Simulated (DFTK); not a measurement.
# W (Im-3m) in DFTK: equation of state

How stiff is W in PBEsol, and what volume does it want? The cell is scaled to several volumes.

All numbers are computed with DFTK 0.8.2; they aren't measurements. Logs are shortened: lines on timing, memory, paths and dates and some standing lists are left out, and cuts for length are marked.

## (1) The structure

The structure is cubic, space group Im-3m (No. 229). Conventional cell: a = 3.165 Å, b = 3.165 Å, c = 3.165 Å, α = 90.00°, β = 90.00°, γ = 90.00°. W (site symmetry m-3m) is surrounded by 8 W at 2.74 Å.

## (2) Equation of state, PBEsol

run.jl

```julia
using DFTK
using PseudoPotentialData
using Unitful, UnitfulAtomic
using LinearAlgebra, Printf
include("save.jl")
disable_threading()

# lattice vectors are the columns
lattice = austrip(1u"Å") * [     -1.582345       1.582345       1.582345;
                 1.582345      -1.582345       1.582345;
                 1.582345       1.582345      -1.582345]
symbols   = [:W]
positions = [[0.0, 0.0, 0.0]]
pseudopotentials = PseudoFamily("dojo.nc.sr.pbesol.v0_4_1.standard.upf")
elements = Dict(s => ElementPsp(s, pseudopotentials) for s in unique(symbols))
atoms    = [elements[s] for s in symbols]

build_model(lattice, positions; symmetries=true) =
    model_DFT(lattice, atoms, positions;
              functionals=PBEsol(),
              temperature=austrip(0.05u"eV"),
              smearing=Smearing.FermiDirac(),
              symmetries)
Ecut  = 37.0  # hartree
kgrid = [12, 12, 12]
tol   = 1e-6
to_GPa = ustrip(uconvert(u"GPa", 1u"hartree/bohr^3"))

results["points"] = []
for scale in [0.94, 0.96, 0.98, 1.0, 1.02, 1.04, 1.06]
    println("\n=== scale = ", scale)
    model = build_model(cbrt(scale) * lattice, positions)
    basis = PlaneWaveBasis(model; Ecut, kgrid)
    t0 = time()
    scfres = self_consistent_field(basis;
                                   tol,
                                   nbandsalg=AdaptiveBands(model; n_bands_converge=12))
    seconds = time() - t0
    @printf "SCF: %d iterations, %.1f s\n" scfres.n_iter seconds
    forces = compute_forces_cart(scfres)
    stress = compute_stresses_cart(scfres)
    @printf "V = %.5f Å^3  F = %.8f Ha  max force = %.5f eV/Å  p = %.4f GPa\n" ustrip(auconvert(u"Å^3", model.unit_cell_volume)) scfres.energies.total ustrip(auconvert(u"eV/Å", maximum(norm, forces))) (-tr(stress) / 3 * to_GPa)
    push!(results["points"], save_scf!(scfres; forces, stress, d=Dict{String,Any}("seconds" => seconds, "n_matvec" => get(scfres, :n_matvec, 0))))
end

# third-order Birch-Murnaghan fit in x = V^(-2/3)
V = [0.94, 0.96, 0.98, 1.0, 1.02, 1.04, 1.06] * abs(det(lattice))
E = [p["total"] for p in results["points"]]
x = V .^ (-2 / 3)
c = [x .^ 0 x x .^ 2 x .^ 3] \ E
Δ = c[3]^2 - 3c[2] * c[4]
if Δ > 0
    x0 = (-c[3] + sqrt(Δ)) / 3c[4]
    B0 = 4 / 9 * x0^(7 / 2) * (2c[3] + 6c[4] * x0)
    @printf "V0 = %.4f Å^3  B0 = %.2f GPa\n" ustrip(auconvert(u"Å^3", x0^(-3 / 2))) B0 * to_GPa
end
```

Potentials or basis: dojo.nc.sr.pbesol.v0_4_1.standard.upf (PBEsol).

Launch:

```console
$ julia --threads=1 run.jl  # save.jl only writes the numbers to a file and isn't shown; printed stress counts tension as positive; times include loading and compiling
```

The program printed:

```text
=== scale = 0.94
n     Energy            log10(ΔE)   log10(Δρ)   Diag   Δtime
---   ---------------   ---------   ---------   ----   ------
  1   -75.82299101459                   -0.97    5.6    12.3s
  2   -75.82813952053       -2.29       -1.31    1.1    7.91s
  3   -75.82982297126       -2.77       -2.17    2.8    6.97s
  4   -75.82983601510       -4.88       -3.02    2.3    8.50s
  5   -75.82983696986       -6.02       -3.82    3.1    9.42s
  6   -75.82983697730       -8.13       -4.73    2.7    6.18s
  7   -75.82983697752       -9.66       -5.16    3.3    11.4s
  8   -75.82983697754      -10.78       -6.01    1.9    8.86s
SCF: 8 iterations, 72.3 s
V = 14.89674 Å^3  F = -75.82983698 Ha  max force = 0.00000 eV/Å  p = 18.5319 GPa

=== scale = 0.96
n     Energy            log10(ΔE)   log10(Δρ)   Diag   Δtime
---   ---------------   ---------   ---------   ----   ------
  1   -75.82378440803                   -0.97    5.6    13.8s
  2   -75.82904458617       -2.28       -1.30    1.1    6.83s
[... 42 further cycles ...]
  9   -75.83022317661      -11.94       -6.31    3.4    7.32s
SCF: 9 iterations, 53.9 s
V = 16.48151 Å^3  F = -75.83022318 Ha  max force = 0.00000 eV/Å  p = -13.9499 GPa

=== scale = 1.06
n     Energy            log10(ΔE)   log10(Δρ)   Diag   Δtime
---   ---------------   ---------   ---------   ----   ------
  1   -75.82041882049                   -0.95    5.5    13.9s
  2   -75.82652527596       -2.21       -1.25    1.1    3.10s
  3   -75.82899419105       -2.61       -2.02    2.9    7.67s
  4   -75.82903407071       -4.40       -2.87    2.1    6.50s
  5   -75.82903667754       -5.58       -3.58    2.9    5.97s
  6   -75.82903669941       -7.66       -4.31    2.8    7.51s
  7   -75.82903670101       -8.79       -4.80    2.7    7.99s
  8   -75.82903670105      -10.44       -5.71    2.0    4.15s
  9   -75.82903670105      -11.59       -6.24    3.4    8.55s
SCF: 9 iterations, 65.8 s
V = 16.79846 Å^3  F = -75.82903670 Ha  max force = 0.00000 eV/Å  p = -18.7506 GPa
V0 = 15.7094 Å^3  B0 = 316.94 GPa
```

Wall time 20 min (1 thread of Intel Xeon at 2.50GHz (Skylake/Cascade Lake), shared host); peak memory 1.7 GiB.

What came out:

| Property | Result |
| --- | --- |
| Equilibrium volume | 15.71 Å³/atom |
| Bulk modulus | 317 GPa |
| Pressure derivative of the bulk modulus | 3.8 |

Energy against volume, from the lowest point:
| volume (Å³/atom) | energy (meV/atom) |
| --- | --- |
| 14.897 | 44.08 |
| 15.214 | 15.10 |
| 15.531 | 0.86 |
| 15.848 | 0.00 |
| 16.165 | 11.27 |
| 16.482 | 33.57 |
| 16.798 | 65.86 |

Spin-orbit coupling is left out, which matters for the levels of W.

## (3) Single point, PBEsol, 14.90 Å³/atom (volume scaled by 0.94)

run.jl is that of step 2.

Potentials or basis: dojo.nc.sr.pbesol.v0_4_1.standard.upf (PBEsol).

Launch:

```console
$ julia --threads=1 run.jl  # one pass of the loop, scale = 0.94; save.jl only writes the numbers to a file and isn't shown; printed stress counts tension as positive; times include loading and compiling
```

The program printed:

```text
=== scale = 0.94
n     Energy            log10(ΔE)   log10(Δρ)   Diag   Δtime
---   ---------------   ---------   ---------   ----   ------
  1   -75.82299101459                   -0.97    5.6    12.3s
  2   -75.82813952053       -2.29       -1.31    1.1    7.91s
  3   -75.82982297126       -2.77       -2.17    2.8    6.97s
  4   -75.82983601510       -4.88       -3.02    2.3    8.50s
  5   -75.82983696986       -6.02       -3.82    3.1    9.42s
  6   -75.82983697730       -8.13       -4.73    2.7    6.18s
  7   -75.82983697752       -9.66       -5.16    3.3    11.4s
  8   -75.82983697754      -10.78       -6.01    1.9    8.86s
SCF: 8 iterations, 72.3 s
V = 14.89674 Å^3  F = -75.82983698 Ha  max force = 0.00000 eV/Å  p = 18.5319 GPa
```

Wall time 72 s (1 thread of Intel Xeon at 2.50GHz (Skylake/Cascade Lake), shared host).

Results:

| Item | Value |
| --- | --- |
| Free energy | -2063.4350 eV |
| Pressure | 18.5 GPa |
| Band gap on the k mesh | none (metal or under the smearing width) |

## (4) Single point, PBEsol, 15.21 Å³/atom (volume scaled by 0.96)

run.jl is that of step 3.

Launch:

```console
$ julia --threads=1 run.jl  # one pass of the loop, scale = 0.96; save.jl only writes the numbers to a file and isn't shown; printed stress counts tension as positive; times include loading and compiling
```

Wall time 73 s (1 thread of Intel Xeon at 2.50GHz (Skylake/Cascade Lake), shared host).

It converged, with:

| Property | Result |
| --- | --- |
| Free energy | -2063.4640 eV |
| Pressure | 10.7 GPa |
| Band gap on the k mesh | none (metal or under the smearing width) |

## (5) Single point, PBEsol, 15.53 Å³/atom (volume scaled by 0.98)

run.jl is that of step 4.

Launch:

```console
$ julia --threads=1 run.jl  # one pass of the loop, scale = 0.98; save.jl only writes the numbers to a file and isn't shown; printed stress counts tension as positive; times include loading and compiling
```

It took 60 s on 1 thread of Intel Xeon at 2.50GHz (Skylake/Cascade Lake), shared host.

The run converged. Its results:

```
Free energy            : -2063.4782 eV
Pressure               : 3.6 GPa
Band gap on the k mesh : none (metal or under the smearing width)
```

## (6) Single point, PBEsol, 15.85 Å³/atom

run.jl is that of step 5.

Potentials or basis: dojo.nc.sr.pbesol.v0_4_1.standard.upf (PBEsol).

Launch:

```console
$ julia --threads=1 run.jl  # one pass of the loop, scale = 1.0; save.jl only writes the numbers to a file and isn't shown; printed stress counts tension as positive; times include loading and compiling
```

Wall time 64 s (1 thread of Intel Xeon at 2.50GHz (Skylake/Cascade Lake), shared host).

The run converged. Its results:

* Free energy: -2063.4791 eV
* Pressure: -2.8 GPa
* Band gap on the k mesh: none (metal or under the smearing width)

## (7) Single point, PBEsol, 16.16 Å³/atom (volume scaled by 1.02)

run.jl is that of step 6.

Launch:

```console
$ julia --threads=1 run.jl  # one pass of the loop, scale = 1.02; save.jl only writes the numbers to a file and isn't shown; printed stress counts tension as positive; times include loading and compiling
```

Run time: 66 s. Hardware: 1 thread of Intel Xeon at 2.50GHz (Skylake/Cascade Lake), shared host.

Results (log left out):

| Property | Result |
| --- | --- |
| Free energy | -2063.4678 eV |
| Pressure | -8.6 GPa |
| Band gap on the k mesh | none (metal or under the smearing width) |

## (8) Single point, PBEsol, 16.48 Å³/atom (volume scaled by 1.04)

run.jl is that of step 7.

Launch:

```console
$ julia --threads=1 run.jl  # one pass of the loop, scale = 1.04; save.jl only writes the numbers to a file and isn't shown; printed stress counts tension as positive; times include loading and compiling
```

It took 54 s on 1 thread of Intel Xeon at 2.50GHz (Skylake/Cascade Lake), shared host.

It converged, with:

```yaml
Free_energy: -2063.4455 eV
Pressure: -13.9 GPa
Band_gap_on_the_k_mesh: none (metal or under the smearing width)
```

## (9) Single point, PBEsol, 16.80 Å³/atom (volume scaled by 1.06)

run.jl is that of step 8.

Potentials or basis: dojo.nc.sr.pbesol.v0_4_1.standard.upf (PBEsol).

Launch:

```console
$ julia --threads=1 run.jl  # one pass of the loop, scale = 1.06; save.jl only writes the numbers to a file and isn't shown; printed stress counts tension as positive; times include loading and compiling
```

Wall time 66 s (1 thread of Intel Xeon at 2.50GHz (Skylake/Cascade Lake), shared host).

It converged, with:

```
Free energy            : -2063.4132 eV
Pressure               : -18.8 GPa
Band gap on the k mesh : none (metal or under the smearing width)
```
